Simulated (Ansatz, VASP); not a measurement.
# B (Boron): VASP beside Ansatz, part 2 of 2

Wanted: the spread between two codes on one cell, functional and k mesh. The structure shown comes from an earlier Ansatz run, which isn't shown and may have moved the atoms alone.

VASP 6.6.1 and Ansatz 0.2.0.

So far: Starting point; Ansatz: elastic constants, LDA.

## 3. VASP: elastic constants, LDA

Level of this step: LDA; plane waves and PAW (B) (VASP).

The same cell, functional (in two slightly different forms), mesh and smearing now go to VASP, with its own data sets.

Lines of VASP's logs that name or quote its potential files are left out, and so is its time.

File INCAR:

```
SYSTEM = B
PREC = Accurate
ENCUT = 500
EDIFF = 1E-08
NELM = 120
ISMEAR = 0
SIGMA = 0.02
LREAL = .FALSE.
ALGO = Normal
GGA = CA
NBANDS = 30
LORBIT = 11
LWAVE = .FALSE.
LCHARG = .FALSE.
ISIF = 3
IBRION = 6
NFREE = 2
POTIM = 0.015
NSW = 1
LASPH = .TRUE.
GGA_COMPAT = .FALSE.
EFERMI = MIDGAP
KPAR = 2
```

File POSCAR:

```
B
1.0
    2.4199734479      1.3971723216      4.1260960120
   -2.4199734479      1.3971723216      4.1260960120
    0.0000000000     -2.7943446431      4.1260960120
B
12
Direct
    0.0103401018      0.6546970207      0.0103401018
    0.0103401018      0.0103401018      0.6546970207
    0.6546970207      0.0103401018      0.0103401018
    0.9896598982      0.3453029793      0.9896598982
    0.3453029793      0.9896598982      0.9896598982
    0.9896598982      0.9896598982      0.3453029793
    0.2210401001      0.6308645863      0.2210401001
    0.2210401001      0.2210401001      0.6308645863
    0.6308645863      0.2210401001      0.2210401001
    0.7789598999      0.3691354137      0.7789598999
    0.3691354137      0.7789598999      0.7789598999
    0.7789598999      0.7789598999      0.3691354137
```

File KPOINTS:

```
Automatic mesh
0
Gamma
6 6 6
0 0 0
```

Potentials, in the order of the species: B (LDA family, release 64).

Launch:

```bash
> mpirun -np 2 vasp_std
```

Numbers of over 12 decimals in the logs are rounded to 6 here.

What it wrote:

```text
[banner, memory and clock lines left out]
running    2 mpi-ranks, on    1 nodes
 distrk:  each k-point on    1 cores,    2 groups
 distr:  one band on    1 cores,    1 groups

 POSCAR found type information on POSCAR B
 POSCAR found :  1 types and      12 ions
 LDA part: xc-table for (Slater(with rela. corr.)+CA(PZ))
 , standard interpolation
 POSCAR, INCAR and KPOINTS ok, starting setup
 FFT: planning ... GRIDC
 FFT: planning ... GRID_SOFT
 FFT: planning ... GRID
 WAVECAR not read
 entering main loop
       N       E                     dE             d eps       ncg     rms          rms(c)
DAV:   1     0.639010971125E+02    0.63901E+02   -0.16391E+04  1920   0.107E+03
DAV:   2    -0.898084146950E+02   -0.15371E+03   -0.14544E+03  2382   0.218E+02
DAV:   3    -0.952525469195E+02   -0.54441E+01   -0.54033E+01  2560   0.373E+01
DAV:   4    -0.952892179170E+02   -0.36671E-01   -0.36630E-01  2520   0.317E+00
DAV:   5    -0.952895843198E+02   -0.36640E-03   -0.36636E-03  2506   0.309E-01    0.108E+01
DAV:   6    -0.906855601117E+02    0.46040E+01   -0.52499E+00  2170   0.116E+01    0.571E+00
DAV:   7    -0.896553666066E+02    0.10302E+01   -0.25694E+00  2330   0.773E+00    0.178E+00
DAV:   8    -0.896068747323E+02    0.48492E-01   -0.31990E-01  2378   0.293E+00    0.460E-01
DAV:   9    -0.896053736216E+02    0.15011E-02   -0.31219E-02  2304   0.958E-01    0.170E-01
DAV:  10    -0.896047162437E+02    0.65738E-03   -0.44370E-03  2292   0.373E-01    0.488E-02
DAV:  11    -0.896046895169E+02    0.26727E-04   -0.23259E-04  2400   0.858E-02    0.160E-02
DAV:  12    -0.896046682885E+02    0.21228E-04   -0.52452E-05  2410   0.401E-02    0.477E-03
DAV:  13    -0.896046693213E+02   -0.10328E-05   -0.89552E-06  2506   0.144E-02    0.201E-03
DAV:  14    -0.896046692048E+02    0.11651E-06   -0.57888E-07  2330   0.384E-03    0.868E-04
DAV:  15    -0.896046691863E+02    0.18438E-07   -0.10019E-07  2336   0.171E-03    0.253E-04
DAV:  16    -0.896046691862E+02    0.13279E-09   -0.80071E-09  1518   0.478E-04
   1 F= -.89604669E+02 E0= -.89604669E+02  d E =0.000000E+00
[... from here on, the cycles between the ionic steps are left out ...]
   2 F= -.89577599E+02 E0= -.89577599E+02  d E =0.000000E+00
   3 F= -.89557533E+02 E0= -.89557533E+02  d E =0.000000E+00
  13 F= -.89587910E+02 E0= -.89587910E+02  d E =0.000000E+00
  14 F= -.89602665E+02 E0= -.89602665E+02  d E =0.000000E+00
  15 F= -.89600738E+02 E0= -.89600738E+02  d E =0.000000E+00
  16 F= -.89600185E+02 E0= -.89600185E+02  d E =0.000000E+00
  17 F= -.89602263E+02 E0= -.89602263E+02  d E =0.000000E+00
  18 F= -.89604112E+02 E0= -.89604112E+02  d E =0.000000E+00
  19 F= -.89600431E+02 E0= -.89600431E+02  d E =0.000000E+00
  20 F= -.89602942E+02 E0= -.89602942E+02  d E =0.000000E+00
 Finite differences progress:
  Degree of freedom:  10/ 10
  Displacement:        1/  2
  Total:              19/ 20
 bond charge predicted
       N       E                     dE             d eps       ncg     rms          rms(c)
DAV:   1    -0.896037837455E+02   -0.84137E-03   -0.58033E-01  4188   0.395E+00    0.220E-01
DAV:   2    -0.896026666665E+02    0.11171E-02   -0.84552E-03  5232   0.519E-01    0.113E-01
DAV:   3    -0.896022944933E+02    0.37217E-03   -0.12382E-03  5290   0.190E-01    0.281E-02
DAV:   4    -0.896022906216E+02    0.38717E-05   -0.21154E-04  5020   0.779E-02    0.134E-02
DAV:   5    -0.896022888599E+02    0.17617E-05   -0.11684E-05  5062   0.198E-02    0.383E-03
DAV:   6    -0.896022888616E+02   -0.16921E-08   -0.14816E-06  5154   0.637E-03    0.148E-03
DAV:   7    -0.896022888554E+02    0.62523E-08   -0.79956E-08  5110   0.152E-03
  21 F= -.89602289E+02 E0= -.89602289E+02  d E =0.000000E+00
 Finite differences progress:
  Degree of freedom:  10/ 10
  Displacement:        2/  2
  Total:              20/ 20
```

From OUTCAR (step 3):

```text
ion  position               nearest neighbor table
   1  0.010  0.655  0.010-   4 1.66   2 1.72   3 1.72   7 1.77  12 1.77  11 1.77
   2  0.010  0.010  0.655-   6 1.66   3 1.72   1 1.72   8 1.77  10 1.77  11 1.77
   3  0.655  0.010  0.010-   5 1.66   2 1.72   1 1.72   9 1.77  12 1.77  10 1.77
   4  0.990  0.345  0.990-   1 1.66   6 1.72   5 1.72  10 1.77   8 1.77   9 1.77
   5  0.345  0.990  0.990-   3 1.66   6 1.72   4 1.72  11 1.77   8 1.77   7 1.77
   6  0.990  0.990  0.345-   2 1.66   4 1.72   5 1.72  12 1.77   9 1.77   7 1.77
   7  0.221  0.631  0.221-  11 1.76  12 1.76   1 1.77   6 1.77   5 1.77   8 1.98   9 1.98
   8  0.221  0.221  0.631-  10 1.76  11 1.76   2 1.77   4 1.77   5 1.77   7 1.98   9 1.98
   9  0.631  0.221  0.221-  10 1.76  12 1.76   3 1.77   6 1.77   4 1.77   8 1.98   7 1.98
  10  0.779  0.369  0.779-   9 1.76   8 1.76   4 1.77   2 1.77   3 1.77  12 1.98  11 1.98
  11  0.369  0.779  0.779-   7 1.76   8 1.76   5 1.77   2 1.77   1 1.77  12 1.98  10 1.98
  12  0.779  0.779  0.369-   7 1.76   9 1.76   6 1.77   3 1.77   1 1.77  10 1.98  11 1.98

  LATTYP: Found a trigonal (rhomboedric) cell.
 ALAT       =     4.9832750561
 COS(alpha) =     0.5283482184

 Subroutine GETGRP returns: Found 12 space group operations
 (whereof 12 operations were pure point group operations)

The static configuration has the point symmetry D_3d.

 Found     32 irreducible k-points:

   k-points           NKPTS =     32   k-points in BZ     NKDIM =     32   number of bands    NBANDS=     30

   dimension x,y,z NGX =    36 NGY =   36 NGZ =   36
   dimension x,y,z NGXF=    72 NGYF=   72 NGZF=   72

   ENCUT  =  500.0 eV  36.75 Ry    6.06 a.u.   9.09  9.09  9.09*2*pi/ulx,y,z

   NELECT =      36.0000    total number of electrons

 k-points in reciprocal lattice and weights: Automatic mesh
   0.00000000  0.00000000  0.00000000       0.005
   0.16666667  0.00000000 -0.00000000       0.028
   0.33333333  0.00000000 -0.00000000       0.028
   0.50000000  0.00000000  0.00000000       0.014
   0.16666667  0.16666667 -0.00000000       0.028
   0.33333333  0.16666667  0.00000000       0.056
   0.50000000  0.16666667 -0.00000000       0.056
  -0.33333333  0.16666667  0.00000000       0.056
  -0.16666667  0.16666667  0.00000000       0.028
[...]
-0.33333333  0.50000000  0.33333333       0.028
   0.50000000  0.50000000  0.50000000       0.005

 average (electrostatic) potential at core
       1 -30.1403       2 -30.1435       3 -30.1435       4 -30.1425       5 -30.1464
       6 -30.1464       7 -31.6276       8 -31.6288       9 -31.6288      10 -31.6320
      11 -31.6316      12 -31.6316

 E-fermi :   7.0132

 k-point     1 :       0.0000    0.0000    0.0000
  band No.  band energies     occupation
    ...
     14       1.7436      2.00000
     15       4.9022      2.00000
     16       5.5555      2.00000
     17       5.5563      2.00000
     18       5.9225      2.00000
     19       7.7439      0.00000
     20      10.9995      0.00000
     21      11.0037      0.00000
     22      11.1208      0.00000
     23      11.1328      0.00000
    ...

 k-point     2 :       0.1667    0.0000   -0.0000
  band No.  band energies     occupation
    ...
     14       2.5129      2.00000
     15       4.6314      2.00000
     16       4.9783      2.00000
     17       5.1307      2.00000
     18       5.6837      2.00000
     19       8.0315      0.00000
     20       9.8961      0.00000
     21      10.4047      0.00000
     22      11.7545      0.00000
     23      12.2073      0.00000
    ...

 k-point     3 :       0.3333    0.0000   -0.0000
  band No.  band energies     occupation
    ...
     14       3.0964      2.00000
     15       3.8495      2.00000
     16       3.9123      2.00000
     17       4.2546      2.00000
     18       5.7760      2.00000
     19       8.4351      0.00000
     20      10.0555      0.00000
     21      10.2870      0.00000
     22      10.8510      0.00000
[...]
1.559327 -0.900278  9.591617     0.256591   -0.148143   -0.280412
     -1.559327 -0.900278  9.591617    -0.256591   -0.148143   -0.280412
      0.000000  1.800555  9.591617     0.000000    0.296286   -0.280412
     -0.991764  0.572595  4.427073    -0.012601    0.007275    0.006233
      0.000000 -1.145191  4.427073    -0.000000   -0.014550    0.006233
      0.991764  0.572595  4.427073     0.012601    0.007275    0.006233
      0.991764 -0.572595  7.951215     0.012601   -0.007275   -0.006233
     -0.991764 -0.572595  7.951215    -0.012601   -0.007275   -0.006233
      0.000000  1.145191  7.951215    -0.000000    0.014550   -0.006233

   2 f  =   34.283351 THz   215.408646 2PiTHz 1143.569491 cm-1   141.784483 meV
             X         Y         Z           dx          dy          dz
     -1.559327  0.900278  2.786671     0.198375   -0.158362   -0.418611
      0.000000 -1.800555  2.786671    -0.075917   -0.000001    0.000002
      1.559327  0.900278  2.786671     0.198373    0.158362    0.418609
      1.559327 -0.900278  9.591617    -0.198375    0.158362    0.418611
     -1.559327 -0.900278  9.591617    -0.198373   -0.158362   -0.418609
      0.000000  1.800555  9.591617     0.075917    0.000001   -0.000002
     -0.991764  0.572595  4.427073    -0.008350    0.027372    0.076625
      0.000000 -1.145191  4.427073     0.039060    0.000000   -0.000000
      0.991764  0.572595  4.427073    -0.008350   -0.027372   -0.076625
      0.991764 -0.572595  7.951215     0.008350   -0.027372   -0.076625
     -0.991764 -0.572595  7.951215     0.008350    0.027372    0.076625
      0.000000  1.145191  7.951215    -0.039060   -0.000000    0.000000

   3 f  =   34.283351 THz   215.408646 2PiTHz 1143.569491 cm-1   141.784483 meV
             X         Y         Z           dx          dy          dz
     -1.559327  0.900278  2.786671     0.158361   -0.015513   -0.241683
      0.000000 -1.800555  2.786671     0.000000   -0.289804    0.483369
      1.559327  0.900278  2.786671    -0.158362   -0.015514   -0.241686
      1.559327 -0.900278  9.591617    -0.158361    0.015513    0.241683
     -1.559327 -0.900278  9.591617     0.158362    0.015514    0.241686
      0.000000  1.800555  9.591617    -0.000000    0.289804   -0.483369
     -0.991764  0.572595  4.427073    -0.027372   -0.023257    0.044239
      0.000000 -1.145191  4.427073    -0.000000    0.024153   -0.088479
      0.991764  0.572595  4.427073     0.027372   -0.023257    0.044240
      0.991764 -0.572595  7.951215     0.027372    0.023257   -0.044239
     -0.991764 -0.572595  7.951215    -0.027372    0.023257   -0.044240
      0.000000  1.145191  7.951215     0.000000   -0.024153    0.088479

   4 f  =   28.923743 THz   181.733235 2PiTHz  964.792206 cm-1   119.618934 meV
             X         Y         Z           dx          dy          dz
     -1.559327  0.900278  2.786671     0.348833   -0.201399   -0.008660
      0.000000 -1.800555  2.786671    -0.000000    0.402798   -0.008660
      1.559327  0.900278  2.786671    -0.348833   -0.201399   -0.008660
      1.559327 -0.900278  9.591617     0.348833   -0.201399   -0.008660
     -1.559327 -0.900278  9.591617    -0.348833   -0.201399   -0.008660
      0.000000  1.800555  9.591617     0.000000    0.402798   -0.008660
     -0.991764  0.572595  4.427073    -0.056589    0.032672    0.008712
      0.000000 -1.145191  4.427073     0.000000   -0.065344    0.008712
      0.991764  0.572595  4.427073     0.056589    0.032672    0.008712
      0.991764 -0.572595  7.951215    -0.056589    0.032672    0.008712
     -0.991764 -0.572595  7.951215     0.056589    0.032672    0.008712
      0.000000  1.145191  7.951215     0.000000   -0.065344    0.008712

   5 f  =   28.742185 THz   180.592475 2PiTHz  958.736097 cm-1   118.868073 meV
             X         Y         Z           dx          dy          dz
     -1.559327  0.900278  2.786671    -0.162883    0.094041   -0.184999
      0.000000 -1.800555  2.786671     0.000000   -0.188082   -0.184999
      1.559327  0.900278  2.786671     0.162883    0.094041   -0.184999
      1.559327 -0.900278  9.591617     0.162883   -0.094041    0.184999
     -1.559327 -0.900278  9.591617    -0.162883   -0.094041    0.184999
      0.000000  1.800555  9.591617    -0.000000    0.188082    0.184999
     -0.991764  0.572595  4.427073     0.260016   -0.150120    0.083203
      0.000000 -1.145191  4.427073     0.000000    0.300241    0.083203
      0.991764  0.572595  4.427073    -0.260016   -0.150120    0.083203
      0.991764 -0.572595  7.951215    -0.260016    0.150120   -0.083203
     -0.991764 -0.572595  7.951215     0.260016    0.150120   -0.083203
      0.000000  1.145191  7.951215    -0.000000   -0.300241   -0.083203

   6 f  =   27.185494 THz   170.811499 2PiTHz  906.810486 cm-1   112.430121 meV
             X         Y         Z           dx          dy          dz
     -1.559327  0.900278  2.786671    -0.261721   -0.210298   -0.088249
      0.000000 -1.800555  2.786671     0.000211    0.242771    0.176319
      1.559327  0.900278  2.786671     0.261614   -0.210604   -0.088071
      1.559327 -0.900278  9.591617     0.261721    0.210298    0.088249
     -1.559327 -0.900278  9.591617    -0.261614    0.210604    0.088071
      0.000000  1.800555  9.591617    -0.000211   -0.242771   -0.176319
     -0.991764  0.572595  4.427073    -0.018836   -0.238852    0.044082
      0.000000 -1.145191  4.427073     0.000146   -0.206020   -0.088075
      0.991764  0.572595  4.427073     0.019089   -0.238874    0.043993
      0.991764 -0.572595  7.951215     0.018836    0.238852   -0.044082
     -0.991764 -0.572595  7.951215    -0.019089    0.238874   -0.043993
      0.000000  1.145191  7.951215    -0.000146    0.206020    0.088075

   7 f  =   27.185494 THz   170.811499 2PiTHz  906.810486 cm-1   112.430121 meV
             X         Y         Z           dx          dy          dz
     -1.559327  0.900278  2.786671     0.091544   -0.261791    0.152646
      0.000000 -1.800555  2.786671    -0.361525    0.000142    0.000103
      1.559327  0.900278  2.786671     0.091850    0.261545   -0.152748
      1.559327 -0.900278  9.591617    -0.091544    0.261791   -0.152646
     -1.559327 -0.900278  9.591617    -0.091850   -0.261545    0.152748
      0.000000  1.800555  9.591617     0.361525   -0.000142   -0.000103
     -0.991764  0.572595  4.427073    -0.216978   -0.019102   -0.076249
      0.000000 -1.145191  4.427073    -0.249811   -0.000120   -0.000051
      0.991764  0.572595  4.427073    -0.216956    0.018823    0.076301
      0.991764 -0.572595  7.951215     0.216978    0.019102    0.076249
     -0.991764 -0.572595  7.951215     0.216956   -0.018823   -0.076301
      0.000000  1.145191  7.951215     0.249811    0.000120    0.000051

   8 f  =   25.290436 THz   158.904499 2PiTHz  843.598155 cm-1   104.592794 meV
             X         Y         Z           dx          dy          dz
     -1.559327  0.900278  2.786671     0.038992   -0.022512    0.244347
      0.000000 -1.800555  2.786671    -0.000000    0.045024    0.244347
      1.559327  0.900278  2.786671    -0.038992   -0.022512    0.244347
      1.559327 -0.900278  9.591617     0.038992   -0.022512    0.244347
     -1.559327 -0.900278  9.591617    -0.038992   -0.022512    0.244347
      0.000000  1.800555  9.591617    -0.000000    0.045024    0.244347
     -0.991764  0.572595  4.427073     0.184094   -0.106287   -0.244431
      0.000000 -1.145191  4.427073    -0.000000    0.212574   -0.244431
      0.991764  0.572595  4.427073    -0.184094   -0.106287   -0.244431
    [... 421 further lines ...]
     -0.991764 -0.572595  7.951215     0.000014    0.000008   -0.288629
      0.000000  1.145191  7.951215     0.000000   -0.000016   -0.288629

 ELASTIC MODULI CONTR FROM IONIC RELAXATION (kBar)
 Direction    XX          YY          ZZ          XY          YZ          ZX
 --------------------------------------------------------------------------------
 XX       -1437.7735    235.8823     87.4513     -0.0000    140.8130      0.0000
 YY         235.8823  -1437.7735     87.4513      0.0000   -140.8130      0.0000
 ZZ          87.4513     87.4513   -443.7051     -0.0000     -0.0000     -0.0000
 XY          -0.0000      0.0000      0.0000   -836.8279      0.0000    140.8130
 YZ         140.8130   -140.8130     -0.0000      0.0000   -704.4540      0.0000
 ZX           0.0000      0.0000     -0.0000    140.8130      0.0000   -704.4540
 --------------------------------------------------------------------------------

 TOTAL ELASTIC MODULI (kBar)
 Direction    XX          YY          ZZ          XY          YZ          ZX
 --------------------------------------------------------------------------------
 XX        4860.4660   1167.6031    505.9487     -0.0000    265.0053      0.0000
 YY        1167.6031   4860.4660    505.9487      0.0000   -265.0053      0.0000
 ZZ         505.9487    505.9487   6354.4437     -0.0000      0.0000     -0.0000
 XY          -0.0000      0.0000      0.0000   1846.4315      0.0000    265.0053
 YZ         265.0053   -265.0053      0.0000      0.0000   2146.6899      0.0000
 ZX           0.0000      0.0000     -0.0000    265.0053      0.0000   2146.6899
 --------------------------------------------------------------------------------

 total charge
# of ion       s       p       d       tot
------------------------------------------
    1        0.711   1.454   0.000   2.165
    2        0.711   1.454   0.000   2.165
    3        0.711   1.454   0.000   2.165
    4        0.711   1.454   0.000   2.165
    5        0.711   1.454   0.000   2.165
    6        0.711   1.454   0.000   2.165
    7        0.661   1.342   0.000   2.003
    8        0.661   1.342   0.000   2.003
    9        0.661   1.342   0.000   2.003
   10        0.661   1.342   0.000   2.003
   11        0.661   1.342   0.000   2.003
   12        0.661   1.342   0.000   2.003
--------------------------------------------------
tot          8.231  16.771   0.000  25.002
```

CONTCAR:

```
B
   1.00000000000000
     2.4199734478999999    1.3971723216000000    4.1260960119999996
    -2.4199734478999999    1.3971723216000000    4.1260960119999996
     0.0000000000000000   -2.7943446431000001    4.1260960119999996
  B
    12
Direct
     0.0103401017999971    0.6546970206999987    0.0103401017999971
     0.0103401017999971    0.0103401017999971    0.6546970206999987
     0.6546970206999987    0.0103401017999971    0.0103401017999971
     0.9896598982000029    0.3453029793000013    0.9896598982000029
     0.3453029793000013    0.9896598982000029    0.9896598982000029
     0.9896598982000029    0.9896598982000029    0.3453029793000013
     0.2198283008628016    0.6296527870628033    0.2198283008627584
     0.2210401000999980    0.2210401000999980    0.6308645862999995
     0.6308645862999995    0.2210401000999980    0.2210401000999980
     0.7789598999000020    0.3691354137000005    0.7789598999000020
     0.3691354137000005    0.7789598999000020    0.7789598999000020
     0.7789598999000020    0.7789598999000020    0.3691354137000005
```

Levels, forces or a CONTCAR printed for this step are those of its last displaced cell, not of the structure at rest.

## 4. Side by side

Known differences besides the potentials themselves: the two LDA forms differ slightly; the cutoff is 290 eV in Ansatz and 500 eV in VASP; VASP's log shows a relativistic correction to its local exchange, Ansatz's none; VASP takes each elastic constant from one size of strain, Ansatz from those that its log lists; Ansatz's log warns that its cutoff lies below the recommended one. Total energies have different zeros and are not compared.

Compared:

```csv
quantity,Ansatz,VASP,difference
C11 (GPa),464.9,486.1,-4.34 %
C22 (GPa),464.9,486.1,-4.34 %
C33 (GPa),623.3,635.4,-1.91 %
C12 (GPa),111.7,116.8,-4.36 %
C13 (GPa),44.7,50.6,-11.67 %
C23 (GPa),44.7,50.6,-11.67 %
C44 (GPa),211.0,214.7,-1.73 %
C55 (GPa),211.0,214.7,-1.73 %
C66 (GPa),176.6,184.6,-4.33 %
```

## 5. Results

```yaml
difference_in_c13_elastic_constants_lda: -12 %
```

What this shows: The difference in C13 is -12 % (elastic constants, LDA), beyond the 5 % picked in this series as the mark of a large difference. Such differences can come from data sets, numerical settings and the points named under the comparisons, not from the functional's error against experiment.

[Lines on the potential files, build, host, timing and source positions are cut from VASP's logs without a mark.]

[Logs are printed without paths, hosts, clocks, repeated set-up lines and the standing remarks that a program may print on its own settings, such as how far it seeks lower states.]

[Hosts, paths, dates, database ids (printed as entryN), source tags and the programs' standing remarks are cut or masked in the printed files.]
